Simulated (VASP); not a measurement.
Write the native input for VASP 6.6.1 that does the following.

| Item | Value |
| --- | --- |
| Task | band structure |
| Functional | PBE |
| Potentials or basis | VASP PAW PBE potentials, release 64 (Si) |
| Cutoff | 500 eV |
| k mesh | 12 × 12 × 11 |
| Occupations | fermi-dirac, width 0.05 eV |
| Spin | no spin polarisation |
| Further INCAR settings | ALGO = Normal; EDIFF = 1e-06 |

The structure of Si lies in POSCAR:

```
Si
1.0
    2.6205428149      0.0000000000      0.0000000000
   -1.3102714075      2.2694566494      0.0000000000
    0.0000000000      0.0000000000      2.4663543900
Si
1
Direct
    0.0000000000      0.0000000000      0.0000000000
```

This isn't the form of Si at room conditions, which is diamond.

These files were run (other wordings do the same):

INCAR

```
SYSTEM = Si
  PREC = Accurate
  ENCUT = 500
  EDIFF = 1E-6
  ISMEAR = -1
  SIGMA = 0.05
  LREAL = .FALSE.
  LASPH = .TRUE.
  NELM = 80
  ALGO = Normal
  ISIF = 2
  LWAVE = .FALSE.
  LCHARG = .FALSE.
  GGA = PE
```

KPOINTS

```
regular mesh
0
G
  12 12 11
  0 0 0
```

KPOINTS_OPT

```
path GMKGALHA,LM,KH
15
line-mode
reciprocal
 0.0000000000  0.0000000000  0.0000000000  G
 0.5000000000  0.0000000000  0.0000000000  M

 0.5000000000  0.0000000000  0.0000000000  M
 0.3333333333  0.3333333333  0.0000000000  K

 0.3333333333  0.3333333333  0.0000000000  K
 0.0000000000  0.0000000000  0.0000000000  G

 0.0000000000  0.0000000000  0.0000000000  G
 0.0000000000  0.0000000000  0.5000000000  A

 0.0000000000  0.0000000000  0.5000000000  A
 0.5000000000  0.0000000000  0.5000000000  L

 0.5000000000  0.0000000000  0.5000000000  L
 0.3333333333  0.3333333333  0.5000000000  H

 0.3333333333  0.3333333333  0.5000000000  H
 0.0000000000  0.0000000000  0.5000000000  A

 0.5000000000  0.0000000000  0.5000000000  L
 0.5000000000  0.0000000000  0.0000000000  M

 0.3333333333  0.3333333333  0.0000000000  K
 0.3333333333  0.3333333333  0.5000000000  H
```

Potentials or basis: VASP PAW PBE potentials, release 64 (Si).

Run with:

```sh
$ cat potpaw_PBE.64/Si/POTCAR > POTCAR
$ mpirun -np 1 vasp_std > vasp.out
```

Results of the run:

```json
{"Pressure": "3.0 GPa", "Band gap along the path": "none (metal or under the smearing width)"}
```

Run time: 6.3 s on 1 thread of AMD EPYC 9R14 (Zen 4), with other jobs on the host, peak memory 0.1 GiB.
